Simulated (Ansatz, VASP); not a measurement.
# GaP: VASP beside Ansatz

One calculation is typed for both programs; each brings its own data sets and cutoff. How far apart do they land? The cell is taken from a series of VASP runs on this material, whose earlier steps may have relaxed, scaled or displaced it; both programs get it as it stands.

Program: Ansatz 0.2.0. Level of theory: plane waves, with VASP 6.6.1 beside it; band structure at r2SCAN with rVV10 and single point at r2SCAN with rVV10. Results are calculated unless marked as measured.

**1. Starting point**

It takes space group F-43m (No. 216, cubic). Conventional cell: a = 5.429 Å, b = 5.429 Å, c = 5.429 Å, α = 90.00°, β = 90.00°, γ = 90.00°. Nearest to Ga lie 4 P at 2.35 Å. Nearest to P lie 4 Ga at 2.35 Å. Farther neighbours are not listed.

**2. Ansatz: band structure, r2SCAN with rVV10**

Ansatz runs on its default PAW (the set named soft_2) files.

Levels along a path test the potential and the projectors away from the mesh points.

input.yaml

```yaml
crystal:
  lattice:
    - [0.0, 2.7146945537, 2.7146945537]
    - [2.7146945537, 0.0, 2.7146945537]
    - [2.7146945537, 2.7146945537, 0.0]
  atoms:
    - { symbol: Ga, position: [0.0, 0.0, 0.0] }
    - { symbol: P, position: [0.25, 0.25, 0.25] }
hamiltonian:
  xc: r2scan
  pseudopotentials: { kind: paw }
  dispersion: rvv10
kpoints:
  mp_grid: { grid: [7, 7, 7] }
  band_path:
    path:
      - [0.0, 0.0, 0.0]
      - [0.16667, 0.0, 0.16667]
      - [0.33333, 0.0, 0.33333]
      - [0.43333, 0.0, 0.43333]
      - [0.5, 0.0, 0.5]
      - [0.5, 0.08333, 0.58333]
      - [0.5, 0.18333, 0.68333]
      - [0.5, 0.25, 0.75]
      - [0.45, 0.3, 0.75]
      - [0.40833, 0.34167, 0.75]
      - [0.35, 0.35, 0.7]
      - [0.225, 0.225, 0.45]
      - [0.075, 0.075, 0.15]
      - [0.03333, 0.03333, 0.03333]
      - [0.23333, 0.23333, 0.23333]
      - [0.4, 0.4, 0.4]
      - [0.51667, 0.46667, 0.51667]
      - [0.55833, 0.38333, 0.55833]
      - [0.60833, 0.28333, 0.60833]
      - [0.60833, 0.25, 0.64167]
      - [0.55833, 0.25, 0.69167]
      - [0.51667, 0.25, 0.73333]
      - [0.5, 0.3, 0.7]
      - [0.5, 0.38333, 0.61667]
      - [0.5, 0.48333, 0.51667]
      - [0.475, 0.475, 0.55]
      - [0.425, 0.425, 0.65]
      - [0.38333, 0.38333, 0.73333]
      - [0.59167, 0.18333, 0.59167]
      - [0.55, 0.1, 0.55]
      - [0.5, 0.0, 0.5]
    npoints: 1
scf:
  occupations: { method: gaussian, width: 0.05 }
  n_extra_bands: 7
output:
  forces: true
  stress: true
  eigenvalues: true
```

Command:

```console
ansatz run input.yaml --threads 2 --pin off --max-ram 4608MiB --backend cpu --events-out ev --progress --plain --runs-dir out
```

Numbers of over 12 decimals in the logs are rounded to 6 here.

Log:

```text
scf.n_extra_bands = 7 over 9 filled bands (N_el = 18.0): the run solves 16 bands
Engine: ansatz 0.2.0, aarch64-unknown-linux-gnu
Pseudopotentials: kind: paw
Pseudopotential: Ga, paw, valence charge 13, recommended cutoff 500 eV (meta_gga), Ga.paw.azcp
Pseudopotential: P, paw, valence charge 5, recommended cutoff 500 eV (meta_gga), P.paw.azcp
Functional definition: r2SCAN+rVV10
  parameter k0 = 0.174
  parameter k1 = 0.065
  parameter a1 = 4.9479
  exchange = r2scan_x(k0 = k0, k1 = k1, a1 = a1)
  correlation = r2scan_c + rvv10(11.95, 0.0093)
Crystal: 2 atoms, lattice volume = 40.012 Å³
Basis set: ecut = 500 eV, 965 PW (Γ), exchange–correlation on 128×128×128 points (64 copies of the dense FFT grid, shifted against one another)
Bands: 16, of which v1, the nominal top of the filled ones, is band 9 counted from 1 (8 counted from 0)
Symmetry: 24 space group operations
Space group: F-43m (ITA 216), of the structure as read, at distance tolerance 3.4e-5 Å
k-points: 20 of 343 (time reversal used)
Non-local potential: Ga, projectors of the file, l = 0: 2, l = 1: 2, l = 2: 3, l = 3: 1
Non-local potential: P, projectors of the file, l = 0: 2, l = 1: 2, l = 2: 2
PAW form: soft (Blöchl's): semilocal exchange-correlation on the pseudo side does not see the compensation charge
rVV10 density: all electrons in the spheres
PAW frozen core: Ga, regenerated for the run's functional (the file was generated under x = pbe(κ = 0.804, μ = 0.219515), c = pbe(β = 0.066725))
PAW frozen core: P, regenerated for the run's functional (the file was generated under x = pbe(κ = 0.804, μ = 0.219515), c = pbe(β = 0.066725))
PAW one-centre angular grid: Ga, 590 points (default); XC on 160 Gauss nodes
PAW one-centre angular grid: P, 302 points (default); XC on 160 Gauss nodes
Initial density: superposition of atomic densities (neutral atoms: chi_scale 0, normalization atom), corrected by the library's trained network
Initial wavefunctions: pseudopotential atomic-orbital guess
Functional: x = r2scan, c = r2scan + rvv10(b = 11.95, C = 0.0093); τ floored in thin density (d = 2e-4 eV/Å³)
SCF iter   1: F=—  HF=-4548.786731 eV  |F-HF|=—  |Δ(HF+E_count)|=         —  Δρ=9.08e-3  dr2=2.10e-2  dr2_τ=7.51e-3  ethr=1.77e-3  ⟨swp⟩=6.0  Hψ=2034  notcnv=0  defer=6
preconditioner: auto → none  [insulator: Δε(μ)=1.698 eV  Ē_g=19.047 eV  σ=0.050 eV  W_gap=1.00  n_scr=14 (ndim 8)  ℏωp=24.9 eV  f_vac=0.011  D(μ)=0.00/eV (n_scr^D=0)  ε∞_Penn≈2.7]
SCF iter   2: F=—  HF=-4548.798232 eV  |F-HF|=—  |Δ(HF+E_count)|=   1.15e-2  Δρ=2.56e-3  dr2=3.78e-3  dr2_τ=1.11e-4  ethr=1.16e-4  ⟨swp⟩=2.3  Hψ=763  notcnv=0  defer=46
SCF iter   3: F=—  HF=-4548.796133 eV  |F-HF|=—  |Δ(HF+E_count)|=   2.10e-3  Δρ=1.66e-3  dr2=5.33e-4  dr2_τ=8.37e-6  ethr=2.10e-5  ⟨swp⟩=2.0  Hψ=548  notcnv=0  defer=46
SCF iter   4: F=—  HF=-4548.796330 eV  |F-HF|=—  |Δ(HF+E_count)|=   1.97e-4  Δρ=3.20e-4  dr2=5.07e-5  dr2_τ=6.84e-7  ethr=2.96e-6  ⟨swp⟩=2.5  Hψ=450  notcnv=0  defer=46
SCF iter   5: F=—  HF=-4548.796313 eV  |F-HF|=—  |Δ(HF+E_count)|=   1.72e-5  Δρ=1.12e-4  dr2=3.36e-6  dr2_τ=2.05e-8  ethr=2.82e-7  ⟨swp⟩=2.4  Hψ=373  notcnv=0  defer=46
SCF iter   6: F=—  HF=-4548.796312 eV  |F-HF|=—  |Δ(HF+E_count)|=   9.54e-7  Δρ=2.02e-5  dr2=1.05e-7  dr2_τ=4.80e-9  ethr=1.86e-8  ⟨swp⟩=2.0  Hψ=454  notcnv=0  defer=46
SCF iter   7: F=-4548.796312 eV  HF=-4548.796312 eV  |F-HF|=1.82e-12  |Δ(HF+E_count)|=   1.14e-7  Δρ=2.11e-6  dr2=1.76e-9  dr2_τ=2.72e-11  ethr=5.56e-10  ⟨swp⟩=9.8  Hψ=1759  notcnv=0
SCF 1 converged in 7 iterations: F = -4548.796312 eV  dr2 = 1.76e-9
  greatest PAW one-centre occupation: 0.993 electrons in one spin orbital (limit 2), on the Ga atom at site 0 (counted from 0), in its partial waves of l = 2
NSCF: frozen V_eff on 31 k-points
SCF converged after 7 iterations
Free energy (F): -4548.796312 eV
Harris-Foulkes:  -4548.796312 eV  (|F-HF|=1.82e-12)
Internal energy: -4548.796312 eV  (E = F + TS)
E sigma→0 (E₀):  -4548.796312 eV
Fermi energy:    7.929851 eV
--- Per-component energies (eV) ---
  E_band       = -65.487178
  E_kinetic    = 185.735200
  E_local      = -2194.339373  (includes V_loc(G=0)·N_el)
  E_nonlocal   = 460.333563
  E_hartree    = 1017.113547
  E_xc         = -119.456634
  E_vxc        = -124.683180  (∫ρ·V_xc dr)
  E_paw        = -2579.689837  (= ΣΔE_a)
  E_vpaw       = -432.780247  (= ΣTr[D̂ρ^β])
  E_aug_tail   = -0.000013  (compensation charges beyond the density's cutoff)
  E_vtau       = 6.020466  (kinetic-family band-sum trace: ∫τ·v_τ [+ j·A + Jᵃ·Aᵃ] dr)
  E_ewald      = -1317.748853
  E_core_change = -0.743912  (= ΣΔE_core)
  E_smearing   = -0.000000  (= −TS)
  E_closure    = 0.000000  (closes the sum)
  Σ components = -4548.796312   (vs F -4548.796312, Δ=0.00e0)
--- Forces (eV/Å), atoms counted from 1 ---
  atom   1  Ga     0.00000000    -0.00000000     0.00000000
  atom   2  P     -0.00000000     0.00000000     0.00000000
  max |Σ_I F_I| component: 9.25e-17 eV/Å
--- Stress (GPa, compression-positive) ---
        0.342357      -0.000000       0.000000
        0.000000       0.342357       0.000000
        0.000000       0.000000       0.342357
  P = ⅓ Tr σ = 0.3424 GPa (3.424 kbar)
--- Band table (eV; the first three rows and the last of 20) ---
  k-point 0: bands = [... 5 lower, -6.0862, 7.0423, 7.0423, 7.0423, 9.4891, 11.1969, 11.1969, 11.1969, ... 3 higher]
  k-point 1: bands = [... 5 lower, -5.8031, 5.0684, 6.7354, 6.7354, 9.9626, 11.6601, 11.6601, 12.1681, ... 3 higher]
  k-point 2: bands = [... 5 lower, -5.0229, 2.4020, 6.2160, 6.2160, 9.4806, 12.1575, 12.1575, 14.5573, ... 3 higher]
  k-point 19: bands = [... 5 lower, -2.9398, 0.3061, 2.9358, 4.0778, 10.8773, 12.7819, 13.8456, 14.5608, ... 3 higher]
```

The job ended after 7.5 s (2 threads of Arm Neoverse N1, shared host; peak memory 0.43 GiB).

**3. VASP: band structure, r2SCAN with rVV10**

The same cell, functional, mesh and smearing now go to VASP, with its own data sets and cutoff.

Lines of VASP's logs that name or quote its potential files are left out, and so is its time.

INCAR

```
SYSTEM = GaP
PREC = Accurate
ENCUT = 400
EDIFF = 1E-06
NELM = 100
ISMEAR = 0
SIGMA = 0.05
LREAL = .FALSE.
ALGO = Normal
METAGGA = R2SCAN
LUSE_VDW = .TRUE.
IVDW_NL = 2
BPARAM = 11.95
CPARAM = 0.0093
LASPH = .TRUE.
NBANDS = 21
LORBIT = 11
LWAVE = .FALSE.
LCHARG = .FALSE.
KPAR = 2
```

POSCAR

```
GaP
1.0
    0.0000000000      2.7146945537      2.7146945537
    2.7146945537      0.0000000000      2.7146945537
    2.7146945537      2.7146945537      0.0000000000
Ga P
1 1
Direct
    0.0000000000      0.0000000000      0.0000000000
    0.2500000000      0.2500000000      0.2500000000
```

KPOINTS

```
Automatic mesh
0
Gamma
7 7 7
0 0 0
```

KPOINTS_OPT

```
Line mode
16
Line-mode
Reciprocal
  0.00000000   0.00000000   0.00000000 GAMMA
  0.50000000   0.00000000   0.50000000 X

  0.50000000   0.00000000   0.50000000 X
  0.50000000   0.25000000   0.75000000 W

  0.50000000   0.25000000   0.75000000 W
  0.37500000   0.37500000   0.75000000 K

  0.37500000   0.37500000   0.75000000 K
  0.00000000   0.00000000   0.00000000 GAMMA

  0.00000000   0.00000000   0.00000000 GAMMA
  0.50000000   0.50000000   0.50000000 L

  0.50000000   0.50000000   0.50000000 L
  0.62500000   0.25000000   0.62500000 U

  0.62500000   0.25000000   0.62500000 U
  0.50000000   0.25000000   0.75000000 W

  0.50000000   0.25000000   0.75000000 W
  0.50000000   0.50000000   0.50000000 L

  0.50000000   0.50000000   0.50000000 L
  0.37500000   0.37500000   0.75000000 K

  0.62500000   0.25000000   0.62500000 U
  0.50000000   0.00000000   0.50000000 X
```

The projector-augmented-wave data sets are Ga_d and P (PBE family, release 64).

Command:

```console
mpirun -np 2 vasp_std
```

Log:

```text
[banner, memory and clock lines left out]
running    2 mpi-ranks, on    1 nodes
 distrk:  each k-point on    1 cores,    2 groups
 distr:  one band on    1 cores,    1 groups

 POSCAR found type information on POSCAR GaP
 POSCAR found :  2 types and       2 ions
|                                                                             |
|               ----> ADVICE to this user running VASP <----                  |
|                                                                             |
|     You have switched on vdW-DFT.                                           |
|     This routine was written and supplied by Jiri Klimes. We recommend      |
|     that you carefully read and cite the following publications:            |
|       J. Klimes, D.R. Bowler, A. Michelides                                 |
|          J. Phys.: Cond Matt. 22 022201 (2010)                              |
|       J. Klimes, D.R. Bowler, A. Michelides                                 |
|          Phys. Rev. B. 83, 195131 (2011)                                    |
|     and references therein.                                                 |
|                                                                             |

|                                                                             |
|               ----> ADVICE to this user running VASP <----                  |
|                                                                             |
|     You enforced a specific xc type in the INCAR file but a different       |
|     [... a line on the potential file left out ...]
|     I HOPE YOU KNOW WHAT YOU ARE DOING!                                     |
|                                                                             |

 LDA part: xc-table for (None), standard interpolation
 POSCAR, INCAR and KPOINTS ok, starting setup
 FFT: planning ... GRIDC
 FFT: planning ... GRID_SOFT
 FFT: planning ... GRID
 WAVECAR not read
 entering main loop
       N       E                     dE             d eps       ncg     rms          rms(c)
Total rVV10 correction in eV:      0.4882326    20.1367708
Total rVV10 correction in eV:      0.4882326    20.1367708
DAV:   1     0.841141080962E+02    0.84114E+02   -0.72670E+03   906   0.110E+03
DAV:   2    -0.132139845398E+02   -0.97328E+02   -0.90196E+02   876   0.288E+02
DAV:   3    -0.230438384362E+02   -0.98299E+01   -0.97350E+01  1029   0.639E+01
DAV:   4    -0.232227627115E+02   -0.17892E+00   -0.17883E+00   960   0.906E+00
DAV:   5    -0.232248377984E+02   -0.20751E-02   -0.20750E-02   999   0.966E-01    0.489E+00
Total rVV10 correction in eV:      0.4950943    20.1367720
Total rVV10 correction in eV:      0.4950943    20.1367720
DAV:   6    -0.209516525102E+02    0.22732E+01   -0.46205E-01   935   0.112E+01    0.319E+00
Total rVV10 correction in eV:      0.5054632    20.1367720
Total rVV10 correction in eV:      0.5054632    20.1367720
DAV:   7    -0.209402010587E+02    0.11451E-01   -0.17151E-01   948   0.286E+00    0.164E+00
Total rVV10 correction in eV:      0.5096162    20.1367720
Total rVV10 correction in eV:      0.5096162    20.1367720
DAV:   8    -0.209438669642E+02   -0.36659E-02   -0.91981E-03   990   0.605E-01    0.636E-01
Total rVV10 correction in eV:      0.5113086    20.1367720
Total rVV10 correction in eV:      0.5113086    20.1367720
DAV:   9    -0.209438797854E+02   -0.12821E-04   -0.14483E-03   955   0.335E-01    0.643E-02
Total rVV10 correction in eV:      0.5112982    20.1367720
Total rVV10 correction in eV:      0.5112982    20.1367720
DAV:  10    -0.209438693108E+02    0.10475E-04   -0.13164E-04   995   0.652E-02    0.374E-02
Total rVV10 correction in eV:      0.5115845    20.1367720
Total rVV10 correction in eV:      0.5115845    20.1367720
DAV:  11    -0.209438591108E+02    0.10200E-04   -0.12416E-05   930   0.229E-02    0.961E-03
Total rVV10 correction in eV:      0.5116233    20.1367720
Total rVV10 correction in eV:      0.5116233    20.1367720
DAV:  12    -0.209438594163E+02   -0.30557E-06   -0.11202E-06   867   0.719E-03
Total rVV10 correction in eV:      0.5116193    20.1367720
Total rVV10 correction in eV:      0.5116193    20.1367720
Total rVV10 correction in eV:      0.5116225    20.1367720
Total rVV10 correction in eV:      0.5116225    20.1367720
   1 F= -.20943859E+02 E0= -.20943859E+02  d E =-.659441E-17
 Start KPOINTS_OPT (optional k-point list driver)
k-point batch [1-20\160]
       N       E                     dE             ncg
DAV:   1     0.969148945395E+02   -0.70841E+04      916
DAV:   2    -0.191530735819E+04   -0.20122E+04      903
DAV:   3    -0.211701035609E+04   -0.20170E+03      987
DAV:   4    -0.212103105041E+04   -0.40207E+01     1001
DAV:   5    -0.212107656646E+04   -0.45516E-01      991
DAV:   6    -0.212107799022E+04   -0.14238E-02     1113
DAV:   7    -0.212107802449E+04   -0.34273E-04      994
DAV:   8    -0.212107802603E+04   -0.15409E-05      863
DAV:   9    -0.212107802613E+04   -0.98241E-07      660
[...]
k-point batch [141-160\160]
       N       E                     dE             ncg
DAV:   1    -0.184791182446E+03   -0.12252E+05      974
DAV:   2    -0.208980231082E+04   -0.19050E+04      884
DAV:   3    -0.226300458227E+04   -0.17320E+03     1086
DAV:   4    -0.226589439736E+04   -0.28898E+01      976
DAV:   5    -0.226592996964E+04   -0.35572E-01     1029
DAV:   6    -0.226593142451E+04   -0.14549E-02     1204
DAV:   7    -0.226593143440E+04   -0.98919E-05      964
DAV:   8    -0.226593143489E+04   -0.49053E-06      866
```

From OUTCAR (step 3):

```text
ion  position               nearest neighbor table
   1  0.000  0.000  0.000-   2 2.35   2 2.35   2 2.35   2 2.35
   2  0.250  0.250  0.250-   1 2.35   1 2.35   1 2.35   1 2.35

  LATTYP: Found a face centered cubic cell.
 ALAT       =     5.4293891074

 Subroutine GETGRP returns: Found 24 space group operations
 (whereof 24 operations were pure point group operations)

The static configuration has the point symmetry T_d .

 Found     20 irreducible k-points:

   k-points           NKPTS =     20   k-points in BZ     NKDIM =     20   number of bands    NBANDS=     21

   dimension x,y,z NGX =    28 NGY =   28 NGZ =   28
   dimension x,y,z NGXF=    56 NGYF=   56 NGZF=   56

   ENCUT  =  400.0 eV  29.40 Ry    5.42 a.u.   6.26  6.26  6.26*2*pi/ulx,y,z

   NELECT =      18.0000    total number of electrons

 k-points in reciprocal lattice and weights: Automatic mesh
   0.00000000  0.00000000  0.00000000       0.003
   0.14285714  0.00000000  0.00000000       0.023
   0.28571429  0.00000000  0.00000000       0.023
   0.42857143  0.00000000  0.00000000       0.023
   0.14285714  0.14285714  0.00000000       0.017
   0.28571429  0.14285714  0.00000000       0.070
   0.42857143  0.14285714  0.00000000       0.070
  -0.42857143  0.14285714  0.00000000       0.070
  -0.28571429  0.14285714  0.00000000       0.070
[...]
-0.42857143  0.42857143  0.14285714       0.070
  -0.28571429  0.42857143  0.14285714       0.070

 average (electrostatic) potential at core
       1 -70.0619       2 -86.3539

 E-fermi :   4.8563

 k-point     1 :       0.0000    0.0000    0.0000
  band No.  band energies     occupation
    ...
      5     -10.3009      2.00000
      6      -8.5466      2.00000
      7       4.5768      2.00000
      8       4.5768      2.00000
      9       4.5768      2.00000
     10       7.0044      0.00000
     11       8.7493      0.00000
     12       8.7494      0.00000
     13       8.7494      0.00000
     14      14.0045      0.00000
    ...

 k-point     2 :       0.1429    0.0000    0.0000
  band No.  band energies     occupation
    ...
      5     -10.3009      2.00000
      6      -8.2637      2.00000
      7       2.6027      2.00000
      8       4.2708      2.00000
      9       4.2708      2.00000
     10       7.4918      0.00000
     11       9.2130      0.00000
     12       9.2131      0.00000
     13       9.7042      0.00000
     14      14.1076      0.00000
    ...

 k-point     3 :       0.2857    0.0000    0.0000
  band No.  band energies     occupation
    ...
      5     -10.2988      2.00000
      6      -7.4836      2.00000
      7      -0.0611      2.00000
      8       3.7525      2.00000
      9       3.7525      2.00000
     10       7.0131      0.00000
     11       9.7118      0.00000
     12       9.7119      0.00000
     13      12.0868      0.00000
     14      14.2595      0.00000
    ...

  Total        0.0275239      0.0275239      0.0275239     -0.0000000      0.0000000     -0.0000000
  in kB        1.1021153      1.1021153      1.1021153     -0.0000000      0.0000000     -0.0000000
  external PRESSURE =       1.1021153 kB  Pullay stress =       0.0000000 kB

  energy-cutoff  :      400.00
  volume of cell :       40.01
      direct lattice vectors                 reciprocal lattice vectors
     0.000000000  2.714694554  2.714694554    -0.184182784  0.184182784  0.184182784
     2.714694554  0.000000000  2.714694554     0.184182784 -0.184182784  0.184182784
     2.714694554  2.714694554  0.000000000     0.184182784  0.184182784 -0.184182784

 POSITION                                       TOTAL-FORCE (eV/Angst)
 -----------------------------------------------------------------------------------
      0.00000      0.00000      0.00000        -0.000000     -0.000000      0.000000
      1.35735      1.35735      1.35735         0.000000      0.000000     -0.000000
 -----------------------------------------------------------------------------------
    total drift:                               -0.000002     -0.000002     -0.000002

  FREE ENERGIE OF THE ION-ELECTRON SYSTEM (eV)
  ---------------------------------------------------
  free  energy   TOTEN  =       -20.9438594163 eV

  energy  without entropy=      -20.9438594163  energy(sigma->0) =      -20.94385942

 total charge
# of ion       s       p       d       tot
------------------------------------------
    1        0.831   0.859  10.020  11.710
    2        1.007   1.545   0.000   2.553
--------------------------------------------------
tot          1.838   2.405  10.020  14.263

[... 3 further parts left out ...]
```

Spin-orbit coupling is off here; it would split degenerate levels.

**4. Side by side**

Known differences besides the potentials themselves: VASP keeps PBE cores, Ansatz makes them for the functional; the cutoff is 500 eV in Ansatz and 400 eV in VASP. Total energies have different zeros and are not compared.

Both answers:

```csv
quantity,Ansatz,VASP,difference
pressure (GPa),0.34,0.11,+0.23
gap over the path points (eV),1.777,1.782,-0.006
```

Levels at points of the path, from each program's valence-band top (eV; 3 filled, then empty):

```csv
k (reciprocal lattice),Ansatz,VASP
0.000 0.000 0.000,0.00 0.00 0.00 2.45 4.16 4.16,0.00 0.00 0.00 2.43 4.17 4.17
0.167 0.000 0.167,-2.25 -1.07 -1.07 3.03 4.32 5.79,-2.25 -1.06 -1.06 3.05 4.31 5.81
0.333 0.000 0.333,-5.19 -2.37 -2.37 1.96 3.19 8.77,-5.19 -2.36 -2.36 1.96 3.20 8.80
0.433 0.000 0.433,-6.63 -2.78 -2.78 1.78 2.31 10.65,-6.63 -2.77 -2.77 1.78 2.31 10.70
0.500 0.000 0.500,-7.03 -2.85 -2.85 1.83 2.04 11.40,-7.02 -2.85 -2.85 1.83 2.05 11.44
0.500 0.083 0.583,-6.97 -3.12 -3.08 2.38 2.61 10.09,-6.97 -3.11 -3.07 2.39 2.62 10.12
0.500 0.183 0.683,-6.84 -3.65 -3.51 4.05 4.30 7.67,-6.84 -3.64 -3.51 4.06 4.32 7.69
0.500 0.250 0.750,-6.80 -3.79 -3.62 4.99 5.34 6.50,-6.80 -3.78 -3.62 5.00 5.35 6.52
0.450 0.300 0.750,-6.79 -4.00 -3.15 3.81 5.26 7.17,-6.79 -3.99 -3.14 3.82 5.27 7.19
0.408 0.342 0.750,-6.80 -4.13 -2.60 2.74 5.19 8.16,-6.80 -4.13 -2.59 2.75 5.20 8.19
```

Among the levels compared at these points, filled levels agree within 7 meV and empty ones within 42 meV.

[end of part 1 of 2]

[Lines on the potential files, build, host, timing and source positions are cut from VASP's logs without a mark.]

[Logs are printed without paths, hosts, clocks, repeated set-up lines and the standing remarks that a program may print on its own settings, such as how far it seeks lower states.]

[Hosts, paths, dates, database ids (printed as entryN), source tags and the programs' standing remarks are cut or masked in the printed files.]
